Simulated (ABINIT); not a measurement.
**BaO (Fm-3m): G0W0 in ABINIT against the bands in the screening**

Aim: move the bands in the screening of a G0W0 run on BaO (Fm-3m) over a wide range.

Main program and level: ABINIT 10.8.3; LDA and many-body steps on it, plane waves.

The database entry behind the starting cell differs from later determinations by our own check (about 0.7 % short), so it need not match the best structure at ambient conditions.

### 1. The starting structure

Symmetry: Fm-3m, No. 225, cubic system. Conventional cell: a = 5.500 Å, b = 5.500 Å, c = 5.500 Å, α = 90.00°, β = 90.00°, γ = 90.00°. Nearest to Ba lie 6 O at 2.75 Å. Nearest to O lie 6 Ba at 2.75 Å. Farther neighbours and most contacts between anions are not listed.

Structure file:

```cif
data_structure
_symmetry_space_group_name_H-M 'P 1'
_symmetry_Int_Tables_number 1
_cell_length_a 3.8891
_cell_length_b 3.8891
_cell_length_c 3.8891
_cell_angle_alpha 60.000
_cell_angle_beta 60.000
_cell_angle_gamma 60.000
_cell_volume 41.59
loop_
_atom_site_label
_atom_site_type_symbol
_atom_site_fract_x
_atom_site_fract_y
_atom_site_fract_z
_atom_site_occupancy
Ba1 Ba 0.00000 0.00000 0.00000 1
O2 O 0.50000 0.50000 0.50000 1
```

The cell and positions come from the Crystallography Open Database and are kept as given unless a step says otherwise. Spin-orbit coupling is left out unless a step names it.

### 2. Screening, 4×4×4 mesh, 16 bands, screening to 106.1 eV

This step: ABINIT 10.8.3; RPA screening on LDA, plane waves, norm-conserving pseudopotentials.

The RPA dielectric matrix is built and inverted for each q.

run.abi reads:

```
acell 3*1.0 Angstrom
rprim 
  -0.000000000000 2.750000000000 2.750000000000
  2.750000000000 -0.000000000000 2.750000000000
  2.750000000000 2.750000000000 -0.000000000000
ntypat 2
znucl 56 8
natom 2
typat 1 2
xred 
  0.000000000000 0.000000000000 0.000000000000
  0.500000000000 0.500000000000 0.500000000000
pp_dirpath "pseudos"
pseudos "Ba.upf, O.upf"
ecut 36
ngkpt 4 4 4
nshiftk 1
shiftk 0 0 0
kptopt 1
chksymbreak 0
istwfk *1
occopt 1
irdwfk 1
optdriver 3
nband 16
ecuteps 3.9
inclvkb 2
awtr 1
symchi 1
indata_prefix "in"
outdata_prefix "out"
tmpdata_prefix "tmp"
```

Started as:

```bash
$ OMP_NUM_THREADS=1 mpirun -n 4 abinit run.abi > log
```

The log of the run:

```text
.Version 10.8.3 of ABINIT. v10.8.2 released Aug 2026.

 Symmetries : space group Fm -3 m (#225); Bravais cF (face-center cubic)
[... echo of the input left out ...]
== DATASET  1 ==================================================================
-   mpi_nproc: 4, omp_nthreads: 1 (-1 if OMP is not activated)

--- !DatasetInfo
iteration_state: {dtset: 1, }
dimensions: {natom: 2, nkpt: 8, mband: 16, nsppol: 1, nspinor: 1, nspden: 1, mpw: 2914, }
cutoff_energies: {ecut:  36.0, pawecutdg:  -1.0, }
electrons: {nelect:   1.60000000E+01, charge:   0.00000000E+00, occopt:   1.00000000E+00, tsmear:   1.00000000E-02, }

 SCREENING: Calculation of the susceptibility and dielectric matrices

 Based on a program developped by R.W. Godby, V. Olevano, G. Onida, and L. Reining.
 Incorporated in ABINIT by V. Olevano, G.-M. Rignanese, and M. Torrent.
.Using double precision arithmetic ; gwpc =  8

[... cell and pseudopotentials left out ...]
--------------------------------------------------------------------------------

 ==== K-mesh for the wavefunctions ====
 Number of points in the irreducible wedge :     8
[... list of points left out ...]
 Together with 48 symmetry operations and time-reversal symmetry
 yields    64 points in the full Brillouin Zone.

 ==== Q-mesh for the screening function ====
 Number of points in the irreducible wedge :     8
[... list of points left out ...]
 Together with 48 symmetry operations and time-reversal symmetry
 yields    64 points in the full Brillouin Zone.

 setmesh: FFT mesh size selected  =    27x   27x   27
          total number of points  =        19683

 vcoul_init : cutoff-mode = AUXILIARY_FUNCTION
 q-points for optical limit:   1
     1)      0.000010    0.000020    0.000030

- screening: taking advantage of time-reversal symmetry
- Maximum band index for partially occupied states nbvw = 8
- Remaining bands to be divided among processors   nbcw = 8
- Number of bands treated by each node ~2

 Number of electrons calculated from density =   16.0000; Expected =   16.0000
 average of density, n =  0.057003
 r_s =    1.6119
 omega_plasma =   23.0305 [eV]

 calculating chi0 at frequencies [eV] :
  1    0.000000E+00    0.000000E+00
  2    0.000000E+00    2.303049E+01

--------------------------------------------------------------------------------
  q-point number  1        q = ( 0.000000, 0.000000, 0.000000) [r.l.u.]
--------------------------------------------------------------------------------
[... chi0 elements left out ...]
 For q-point:  0.000010 0.000020 0.000030
  dielectric constant =   4.2644
  dielectric constant without local fields =   4.6566

  Average fulfillment of the sum rule on Im[epsilon] for q-point    1 :     17.16  [%]
[... wings left out ...]
  q-point number  2        q = ( 0.250000, 0.000000, 0.000000) [r.l.u.]
--------------------------------------------------------------------------------
[... chi0 elements left out ...]
  Average fulfillment of the sum rule on Im[epsilon] for q-point    2 :     52.44  [%]

 [... 6 further q-points ...]
```

The job ended after 2.8 s (4 MPI ranks of Arm Neoverse V2, shared host; peak memory 0.11 GiB).

This step gave:

| Quantity | Value |
| --- | --- |
| ε∞ with local fields, on this mesh, along the program's q direction | 4.264 |
| the same without local fields | 4.657 |
| plasma frequency | 23.03 eV |
| plane waves in the screening matrix | 113 |

Local fields lower ε∞ by 8 %. On a Γ-centred mesh this coarse the value itself is usually too large, while a short band sum pulls it down.

### 3. 16 bands

The self-energy is evaluated for the states that the input lists, and the levels follow from it, in one-shot runs by the linearised quasiparticle equation.

This step: G0W0 on LDA, plane waves, norm-conserving pseudopotentials.

Changes to run.abi since step 2:

```diff
@@ -23,8 +23,17 @@
 irdwfk 1
-optdriver 3
-nband 16
+optdriver 4
+nband 31
+gwcalctyp 0
+ecutsigx 36
+symsigma 1
+nkptgw 2
+kptgw 
+  0.5000000000 0.5000000000 0.0000000000
+  0.0000000000 0.0000000000 0.0000000000
+bdgw 
+  6 10
+  6 12
 ecuteps 3.9
-inclvkb 2
-awtr 1
-symchi 1
+irdscr 1
+ppmodel 1
 indata_prefix "in"
```

The log of the run:

```text
.Version 10.8.3 of ABINIT. v10.8.2 released Aug 2026.

 Symmetries : space group Fm -3 m (#225); Bravais cF (face-center cubic)
[... echo of the input left out ...]
== DATASET  1 ==================================================================
-   mpi_nproc: 4, omp_nthreads: 1 (-1 if OMP is not activated)

--- !DatasetInfo
iteration_state: {dtset: 1, }
dimensions: {natom: 2, nkpt: 8, mband: 31, nsppol: 1, nspinor: 1, nspden: 1, mpw: 2914, }
cutoff_energies: {ecut:  36.0, pawecutdg:  -1.0, }
electrons: {nelect:   1.60000000E+01, charge:   0.00000000E+00, occopt:   1.00000000E+00, tsmear:   1.00000000E-02, }

 SIGMA: Calculation of the GW corrections

 Based on a program developped by R.W. Godby, V. Olevano, G. Onida, and L. Reining.
 Incorporated in ABINIT by V. Olevano, G.-M. Rignanese, and M. Torrent.
.Using double precision arithmetic ; gwpc =  8

[... cell and pseudopotentials left out ...]
--------------------------------------------------------------------------------

 ==== K-mesh for the wavefunctions ====
 Number of points in the irreducible wedge :     8
[... list of points left out ...]
 Together with 48 symmetry operations and time-reversal symmetry
 yields    64 points in the full Brillouin Zone.

 ==== Q-mesh for screening function ====
 Number of points in the irreducible wedge :     8
[... list of points left out ...]
 Together with 48 symmetry operations and time-reversal symmetry
 yields    64 points in the full Brillouin Zone.

 vcoul_init : cutoff-mode = AUXILIARY_FUNCTION
 q-points for optical limit:   1
     1)      0.000010    0.000020    0.000030
 setmesh: FFT mesh size selected  =    40x   40x   40
          total number of points  =        64000

 Number of electrons calculated from density =   16.0000; Expected =   16.0000
 average of density, n =  0.057003
 r_s =    1.6119
 omega_plasma =   23.0305 [eV]

 === KS Band Gaps ===
  >>>> For spin  1
   Minimum direct gap =   1.8012 [eV], located at k-point      :   0.5000  0.5000  0.0000
   Fundamental gap    =   1.8012 [eV], Top of valence bands at :   0.5000  0.5000  0.0000
                                       Bottom of conduction at :   0.5000  0.5000  0.0000
 SIGMA fundamental parameters:
 PLASMON POLE MODEL  1
 number of plane-waves for SigmaX                 2891
 number of plane-waves for SigmaC and W            113
 number of plane-waves for wavefunctions          2891
 number of bands                                    31
 number of independent spin polarizations            1
 number of spinorial components                      1
 number of k-points in IBZ                           8
 number of q-points in IBZ                           8
 number of symmetry operations                      48
 number of k-points in BZ                           64
 number of q-points in BZ                           64
 number of frequencies for dSigma/dE                 9
 frequency step for dSigma/dE [eV]                0.25
 number of omega for Sigma on real axis              0
 max omega for Sigma on real axis  [eV]           0.00
 zcut for avoiding poles [eV]                     0.10

 EPSILON^-1 parameters (SCR file):
 dimension of the eps^-1 matrix on file            113
 dimension of the eps^-1 matrix used               113
 number of plane-waves for wavefunctions          2891
 number of bands                                    16
 number of q-points in IBZ                           8
 number of frequencies                               2
 number of real frequencies                          1
 number of imag frequencies                          1

 matrix elements of self-energy operator (all in [eV])

 Perturbative Calculation

--- !SelfEnergy_ee
iteration_state: {dtset: 1, }
kpoint     : [   0.500,    0.500,    0.000, ]
spin       : 1
KS_gap     :    1.801
QP_gap     :    3.427
Delta_QP_KS:    1.626
data: !SigmaeeData |
     Band     E0 <VxcDFT>   SigX SigC(E0)      Z dSigC/dE  Sig(E)    E-E0       E
        6   5.226 -18.429 -23.463   4.750   0.749  -0.335 -18.642  -0.213   5.014
        7   5.226 -18.429 -23.463   4.750   0.749  -0.335 -18.642  -0.213   5.014
        8   5.446 -18.417 -23.293   4.572   0.756  -0.324 -18.647  -0.229   5.217
        9   7.248  -9.085  -4.483  -2.956   0.848  -0.179  -7.688   1.397   8.644
       10  11.511 -11.877  -6.696  -3.033   0.837  -0.194 -10.078   1.800  13.311

--- !SelfEnergy_ee
iteration_state: {dtset: 1, }
kpoint     : [   0.000,    0.000,    0.000, ]
spin       : 1
KS_gap     :    3.878
QP_gap     :    5.490
Delta_QP_KS:    1.612
data: !SigmaeeData |
     Band     E0 <VxcDFT>   SigX SigC(E0)      Z dSigC/dE  Sig(E)    E-E0       E
        6   4.993 -18.277 -23.455   4.885   0.744  -0.344 -18.496  -0.218   4.775
[...]
10  10.087 -10.115  -4.929  -3.168   0.843  -0.186  -8.414   1.701  11.788
       11  10.087 -10.115  -4.929  -3.168   0.843  -0.186  -8.414   1.701  11.788
       12  10.087 -10.115  -4.929  -3.168   0.843  -0.186  -8.414   1.701  11.788

== END DATASET(S) ==============================================================
================================================================================

 -outvars: echo values of variables after computation  --------
           etotal      0.0000000000E+00
            nband          31
             nkpt           8
          spgroup         225
 [... the other variables as echoed above ...]

 Calculation completed.
```

The job ended after 2.9 s (4 MPI ranks; peak memory 0.15 GiB; 11 s of CPU time).

Numbers from this step:

- G0W0 gap on the points computed: 3.427 eV
- starting gap on the mesh: 1.801 eV
- k of the valence top: 0.5, 0.5, 0
- k of the conduction bottom: 0.5, 0.5, 0
- Z at the valence top: 0.756
- Z at the conduction bottom: 0.848
- least direct G0W0 gap on the computed points: 3.427 eV

The gap on the mesh goes from 1.80 eV to 3.43 eV, a correction of +1.63 eV.

### 4. Screening, 4×4×4 mesh, 31 bands, screening to 106.1 eV

This step: RPA screening on LDA, plane waves, norm-conserving pseudopotentials.

Changes to run.abi since step 3:

```diff
@@ -23,17 +23,8 @@
 irdwfk 1
-optdriver 4
+optdriver 3
 nband 31
-gwcalctyp 0
-ecutsigx 36
-symsigma 1
-nkptgw 2
-kptgw 
-  0.5000000000 0.5000000000 0.0000000000
-  0.0000000000 0.0000000000 0.0000000000
-bdgw 
-  6 10
-  6 12
 ecuteps 3.9
-irdscr 1
-ppmodel 1
+inclvkb 2
+awtr 1
+symchi 1
 indata_prefix "in"
```

The log of the run:

```text
.Version 10.8.3 of ABINIT. v10.8.2 released Aug 2026.

 Symmetries : space group Fm -3 m (#225); Bravais cF (face-center cubic)
[... echo of the input left out ...]
== DATASET  1 ==================================================================
-   mpi_nproc: 4, omp_nthreads: 1 (-1 if OMP is not activated)

--- !DatasetInfo
iteration_state: {dtset: 1, }
dimensions: {natom: 2, nkpt: 8, mband: 31, nsppol: 1, nspinor: 1, nspden: 1, mpw: 2914, }
cutoff_energies: {ecut:  36.0, pawecutdg:  -1.0, }
electrons: {nelect:   1.60000000E+01, charge:   0.00000000E+00, occopt:   1.00000000E+00, tsmear:   1.00000000E-02, }

 SCREENING: Calculation of the susceptibility and dielectric matrices

 Based on a program developped by R.W. Godby, V. Olevano, G. Onida, and L. Reining.
 Incorporated in ABINIT by V. Olevano, G.-M. Rignanese, and M. Torrent.
.Using double precision arithmetic ; gwpc =  8

[... cell and pseudopotentials left out ...]
--------------------------------------------------------------------------------

 ==== K-mesh for the wavefunctions ====
 Number of points in the irreducible wedge :     8
[... list of points left out ...]
 Together with 48 symmetry operations and time-reversal symmetry
 yields    64 points in the full Brillouin Zone.

 ==== Q-mesh for the screening function ====
 Number of points in the irreducible wedge :     8
[... list of points left out ...]
 Together with 48 symmetry operations and time-reversal symmetry
 yields    64 points in the full Brillouin Zone.

 setmesh: FFT mesh size selected  =    27x   27x   27
          total number of points  =        19683

 vcoul_init : cutoff-mode = AUXILIARY_FUNCTION
 q-points for optical limit:   1
     1)      0.000010    0.000020    0.000030

- screening: taking advantage of time-reversal symmetry
- Maximum band index for partially occupied states nbvw = 8
- Remaining bands to be divided among processors   nbcw = 23
- Number of bands treated by each node ~5

 Number of electrons calculated from density =   16.0000; Expected =   16.0000
 average of density, n =  0.057003
 r_s =    1.6119
 omega_plasma =   23.0305 [eV]

 calculating chi0 at frequencies [eV] :
  1    0.000000E+00    0.000000E+00
  2    0.000000E+00    2.303049E+01

--------------------------------------------------------------------------------
  q-point number  1        q = ( 0.000000, 0.000000, 0.000000) [r.l.u.]
--------------------------------------------------------------------------------
[... chi0 elements left out ...]
 For q-point:  0.000010 0.000020 0.000030
  dielectric constant =   4.3371
  dielectric constant without local fields =   4.8009

  Average fulfillment of the sum rule on Im[epsilon] for q-point    1 :     43.38  [%]
[... wings left out ...]
  q-point number  2        q = ( 0.250000, 0.000000, 0.000000) [r.l.u.]
--------------------------------------------------------------------------------
[... chi0 elements left out ...]
  Average fulfillment of the sum rule on Im[epsilon] for q-point    2 :     71.42  [%]

 [... 6 further q-points ...]
```

Run time: 4.3 s. Hardware: 4 MPI ranks; peak memory 0.47 GiB.

This step gave:

```
ε∞ with local fields, on this mesh, along the program's q direction : 4.337
the same without local fields                                       : 4.801
plasma frequency                                                    : 23.03 eV
plane waves in the screening matrix                                 : 113
```

[end of part 1 of 2]

[Paths, hosts, dates, memory and timing lines, banners, echoed tables and standing remarks are left out of the program output.]

[Logs are printed without paths, hosts, clocks, repeated set-up lines and the standing remarks that a program may print on its own settings, such as how far it seeks lower states.]

[Runs of the session that timed out or met a known fault of the program may be left out.]

[Hosts, paths, dates, database ids (printed as entryN), source tags and the programs' standing remarks are cut or masked in the printed files.]

[G0W0 gaps are taken among the corrected bands and points alone; a level outside them can change the order at an edge.]

[Where Ansatz stands beside ABINIT at settings called matched, ABINIT's density can come from a denser mesh and the files from another edition; pairs whose starting gaps differed by over 0.03 eV were left out, so agreement reads better than it is.]
